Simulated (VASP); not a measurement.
# A VASP 6.6.1 single-point calculation on SnO$_{2}$

INCAR

```
NBANDS = 20
IBRION = -1
ISIF = 2
NELM = 64
LREAL = .FALSE.
LCHARG = .FALSE.
NSW = 0
SIGMA = 0.02
EDIFF = 1E-7
PREC = Accurate
ISMEAR = -1
ENCUT = 520
NELECT = 26.02
LWAVE = .FALSE.
LASPH = .TRUE.
METAGGA = R2SCAN
ALGO = Normal
```

KPOINTS

```
KPOINTS created by Atomic Simulation Environment
0
Monkhorst-Pack
8 8 8
0 0 0
```

POSCAR

```
Sn O
 1.0000000000000000
     0.0000000000000000    2.5595616801999999    2.5595616801999999
     2.5595616801999999    0.0000000000000000    2.5595616801999999
     2.5595616801999999    2.5595616801999999    0.0000000000000000
 Sn  O
   1   2
Cartesian
  0.0000000000000000  0.0000000000000000  0.0000000000000000
  1.2797808400999999  1.2797808400999999  1.2797808400999999
  3.8393425202999998  3.8393425202999998  3.8393425202999998
```

The recommended PBE PAW datasets give the neutral cell 26 valence electrons.

Command

```
mpirun -np 1 vasp_std
```

OSZICAR

```
N       E                     dE             d eps       ncg     rms          rms(c)
DAV:   1     0.224851610072E+03    0.22485E+03   -0.13659E+04  2564   0.208E+03
DAV:   2    -0.241752555714E+02   -0.24903E+03   -0.23581E+03  2616   0.507E+02
DAV:   3    -0.501217478861E+02   -0.25946E+02   -0.25670E+02  2756   0.139E+02
DAV:   4    -0.508342966228E+02   -0.71255E+00   -0.71195E+00  2676   0.239E+01
DAV:   5    -0.508514835279E+02   -0.17187E-01   -0.17185E-01  3144   0.383E+00    0.104E+01
DAV:   6    -0.411269141198E+02    0.97246E+01   -0.67353E+00  3436   0.587E+01    0.419E+00
DAV:   7    -0.412709243140E+02   -0.14401E+00   -0.11519E+00  2640   0.894E+00    0.234E+00
DAV:   8    -0.413080579859E+02   -0.37134E-01   -0.15193E-01  3552   0.576E+00    0.660E-01
DAV:   9    -0.412971358484E+02    0.10922E-01   -0.57152E-02  3724   0.378E+00    0.144E-01
DAV:  10    -0.412974125579E+02   -0.27671E-03   -0.39881E-03  2632   0.526E-01    0.825E-02
DAV:  11    -0.412975286857E+02   -0.11613E-03   -0.95925E-04  2708   0.293E-01    0.538E-02
DAV:  12    -0.412974918301E+02    0.36856E-04   -0.77278E-05  3124   0.802E-02    0.238E-02
DAV:  13    -0.412974845347E+02    0.72954E-05   -0.52176E-05  2848   0.577E-02    0.169E-03
DAV:  14    -0.412974844951E+02    0.39541E-07   -0.11913E-06  2728   0.918E-03    0.250E-03
DAV:  15    -0.412974844798E+02    0.15345E-07   -0.74271E-08  1640   0.371E-03
   1 F= -.41297484E+02 E0= -.41297322E+02  d E =-.324538E-03
```

Standard output (part)

```
POSCAR found type information on POSCAR SnO
 POSCAR found :  2 types and       3 ions
 LDA part: xc-table for (None), standard interpolation
 POSCAR, INCAR and KPOINTS ok, starting setup
 WAVECAR not read
 entering main loop
 the old and the new charge density differ
    0.104E+01
```

From OUTCAR

```
k-points           NKPTS =     60   k-points in BZ     NKDIM =     60   number of bands    NBANDS=     20

   NELECT =      26.0200    total number of electrons

   dimension x,y,z NGX =    28 NGY =   28 NGZ =   28
   dimension x,y,z NGXF=    56 NGYF=   56 NGZF=   56

  energy-cutoff  :      520.00
  volume of cell :       33.54
      direct lattice vectors                 reciprocal lattice vectors
     0.000000000  2.559561680  2.559561680    -0.195345947  0.195345947  0.195345947
     2.559561680  0.000000000  2.559561680     0.195345947 -0.195345947  0.195345947
     2.559561680  2.559561680  0.000000000     0.195345947  0.195345947 -0.195345947

 k-points in reciprocal lattice and weights: KPOINTS created by Atomic Simulation Env
   0.06250000  0.06250000  0.06250000       0.004
   0.18750000  0.06250000  0.06250000       0.012
   0.31250000  0.06250000  0.06250000       0.012
   0.43750000  0.06250000  0.06250000       0.012
  -0.43750000  0.06250000  0.06250000       0.012
  -0.31250000  0.06250000  0.06250000       0.012
  -0.18750000  0.06250000  0.06250000       0.012
  -0.06250000  0.06250000  0.06250000       0.012
   ...

 E-fermi :   8.9571

 k-point     1 :       0.0625    0.0625    0.0625
  band No.  band energies     occupation
      1     -13.9075      2.00000
      2     -13.8863      2.00000
      3     -13.8863      2.00000
      4     -13.7272      2.00000
      5     -13.7272      2.00000
      6     -13.1054      2.00000
      7      -9.4778      2.00000
      8       4.2037      2.00000
      9       4.3127      2.00000
     10       4.3127      2.00000
     11       5.5564      2.00000
     12       5.8654      2.00000
     13       5.8654      2.00000
     14       8.2375      2.00000
     15      14.9601      0.00000
     16      15.1291      0.00000
     17      15.1291      0.00000
     18      21.2377      0.00000
     19      23.3494      0.00000
     20      23.3494      0.00000

 k-point     2 :       0.1875    0.0625    0.0625
  band No.  band energies     occupation
      1     -13.9961      2.00000
      2     -13.8802      2.00000
      3     -13.8739      2.00000
      4     -13.7311      2.00000
      5     -13.7241      2.00000
      6     -12.8896      2.00000
      7      -9.4629      2.00000
      8       3.5005      2.00000
      9       4.0261      2.00000
     10       4.4670      2.00000
     11       4.6771      2.00000
     12       5.5078      2.00000
     13       6.0755      2.00000
     14       9.5278      0.00000
     15      14.6860      0.00000
     16      15.5125      0.00000
     17      15.8554      0.00000
     18      22.4707      0.00000
     19      23.3321      0.00000
     20      23.5551      0.00000

 k-point     3 :       0.3125    0.0625    0.0625
  band No.  band energies     occupation
      1     -14.1900      2.00000
      2     -13.8690      2.00000
      3     -13.8510      2.00000
      4     -13.7280      2.00000
      5     -13.7183      2.00000
      6     -12.3359      2.00000
      7      -9.5781      2.00000
      8       2.2969      2.00000
      9       3.8344      2.00000
     10       3.9882      2.00000
     11       4.3944      2.00000
     12       5.1629      2.00000
     13       5.9114      2.00000
     14      11.1280      0.00000
     15      14.8686      0.00000
     16      16.5551      0.00000
     17      16.9683      0.00000
     18      22.9794      0.00000
     19      23.3646      0.00000
     20      24.6554      0.00000

 ...

  Total       -0.6491561     -0.6491561     -0.6491561     -0.0000000      0.0000000      0.0000000
  in kB      -31.0122255    -31.0122255    -31.0122255     -0.0000000      0.0000000      0.0000000
  external PRESSURE =     -31.0122255 kB  Pullay stress =       0.0000000 kB

 POSITION                                       TOTAL-FORCE (eV/Angst)
 -----------------------------------------------------------------------------------
      0.00000      0.00000      0.00000        -0.000000     -0.000000      0.000000
      1.27978      1.27978      1.27978         0.000000      0.000000     -0.000000
      3.83934      3.83934      3.83934        -0.000000     -0.000000     -0.000000
 -----------------------------------------------------------------------------------
    total drift:                               -0.000000     -0.000000      0.000000

  FREE ENERGIE OF THE ION-ELECTRON SYSTEM (eV)
  ---------------------------------------------------
  free  energy   TOTEN  =       -41.2974844798 eV

  energy  without entropy=      -41.2971599422  energy(sigma->0) =      -41.29732221
```

It converged. Results: pressure -3.1 GPa.

The cell is charged and sits in a uniform background. The shifted mesh misses Γ, so a band edge there is missed.

For comparison, a separate r²SCAN run of the intended cell, on usual settings and not on those above, gives a gap of 0.54 eV on its mesh and a pressure of -5.3 GPa.

The run above took about 77 s on one core of a shared host (Intel Xeon 6975P-C) and held 0.19 GiB at most.
